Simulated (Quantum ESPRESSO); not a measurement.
# Co under changes of volume

One of the cells (10.688 Å³/atom); the others are scaled copies at fixed shape and fractional positions:

```
CELL_PARAMETERS angstrom
2.47056 0.00000 0.00000
-1.23528 2.13957 0.00000
0.00000 0.00000 8.08823
ATOMIC_POSITIONS crystal
Co 0.66667 0.33333 0.75000
Co 0.00000 0.00000 0.50000
Co 0.33333 0.66667 0.25000
Co 0.00000 0.00000 0.00000
```

| Property | Result |
| --- | --- |
| Program | Quantum ESPRESSO 7.5 |
| Functional | PBE |
| Potentials or basis | SSSP 1.3 efficiency PBE |
| Cutoff | 748 eV |
| Density cutoff | 5987 eV |
| k mesh | 12 × 12 × 4 |
| Occupations | fermi-dirac, width 0.05 eV |
| Spin | collinear spin, ferromagnetic start |
| Starting moments | [2.0, 2.0, 2.0, 2.0] μB |

```csv
volume (Å³/atom),energy over the lowest point (meV/atom),pressure (GPa),moment (μB per cell)
10.047,54.64,21.1,6.51
10.261,30.09,15.2,6.61
10.475,13.30,9.7,6.68
10.688,?,?,?
10.902,0.00,0.3,6.80
11.116,1.99,-3.6,6.85
11.330,9.04,-7.2,6.89
```

**Question.** What does the run at 10.688 Å³/atom give?

**Answer.** Energy over the lowest point 3.55 meV/atom; pressure 4.7 GPa; moment 6.74 μB per cell.

Worked out: A Birch-Murnaghan fit of order 3 (a polynomial in V^(-2/3)) to the other rows has its minimum at 10.93 Å³/atom with B0 = V·E''(V) = 211 GPa and B' = 4.6 at fixed shape and positions, which overstates the stiffness. It gives 3.56 meV/atom at 10.688 Å³/atom, against the run's 3.55, and -dE/dV = 4.9 GPa, against 4.7. A parabola through the other rows of the moment, of slope 0.291 μB per Å³/atom there, gives 6.75 μB, against the run's 6.74.

Energies are extrapolated to zero smearing.
